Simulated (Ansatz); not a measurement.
W:

```xyz
1
Lattice="0.0000 2.0300 2.0300 2.0300 0.0000 2.0300 2.0300 2.0300 0.0000" Properties=species:S:1:pos:R:3 pbc="T T T"
W     0.0000    0.0000    0.0000
```

This isn't the form of W at room conditions, which is bcc.

Base run:

| Quantity | Value |
| --- | --- |
| Program | Ansatz 0.2.0 |
| Functional | r2SCAN |
| Potentials or basis | Ansatz PAW |
| Cutoff | 500 eV |
| Density cutoff | 2000 eV |
| k mesh | 11 × 11 × 11 |
| Occupations | fermi-dirac, width 0.05 eV |
| Spin | no spin polarisation |

Its results: band gap on the k mesh none (metal or under the smearing width); pressure -9.4 GPa.

**Question.** After a change of settings the same cell gave: band gap on the k mesh none (metal or under the smearing width); pressure 4.8 GPa. Which change was it?
A. functional from r2SCAN to PBEsol; cutoff from 500 eV to 420 eV; density cutoff from 2000 eV to 1680 eV; spin from no spin polarisation to spin-orbit coupling, no magnetisation; potential files from those of the base run to others of the same set
B. k mesh from 11 × 11 × 11 to 8 × 8 × 8; spin from no spin polarisation to spin-orbit coupling, no magnetisation; potential files from those of the base run to others of the same set
C. functional from r2SCAN to PBEsol; cutoff from 500 eV to 420 eV; density cutoff from 2000 eV to 1680 eV; occupations from fermi-dirac, width 0.05 eV to gaussian, width 0.02 eV
D. functional from r2SCAN to BLYP; cutoff from 500 eV to 420 eV; density cutoff from 2000 eV to 1680 eV

**Answer.** D.

Caveats: the PAW data sets come from PBE, with cores solved anew for the run's functional, which leaves a small shift of forces and pressure; the potentials were made for another functional, which shifts forces and pressure (some runs).

Not every run made on this cell is shown here.
